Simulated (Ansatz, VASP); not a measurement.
One calculation of MgO, two programs

```
Mg O
1.0
     3.49477    0.00000    0.00000
    -1.74738    3.02656    0.00000
     0.00000    0.00000    4.19471
Mg O
2 2
Direct
  0.66667 0.33333 0.75000
  0.33333 0.66667 0.25000
  0.66667 0.33333 0.25000
  0.33333 0.66667 0.75000
```

Alike in both runs: functional PBEsol; k mesh 9 × 9 × 6; occupations gaussian, width 0.02 eV; no spin polarisation.

Ansatz relaxed the structure, and its values are those at the end. VASP's run is a single point on that final structure, the one shown.

|  | VASP | Ansatz |
| --- | --- | --- |
| version | VASP 6.6.1 | Ansatz 0.2.0 |
| potentials or method | VASP PAW PBE potentials, release 64 (Mg, O) | scalar-relativistic, plane waves, PAW |
| plane-wave cutoff (eV) | 520 | 520 |
| valence electrons in the cell | 16 | 32 |

VASP gave:

- gap on the k mesh at the Fermi level (eV): 3.27
- least direct gap on the mesh (eV): 3.27
- pressure (GPa): -0.4

Problem. Estimate Ansatz's values.

Solution. gap on the k mesh at the Fermi level (eV): 3.28; least direct gap on the mesh (eV): 3.28; pressure (GPa): 0.0.

The two sets of potentials don't hold the same shells in valence. Ansatz warned: «pseudo_functional_mismatch».

Caveats: the PAW data sets were made with another functional, which shifts forces and pressure a little (VASP).
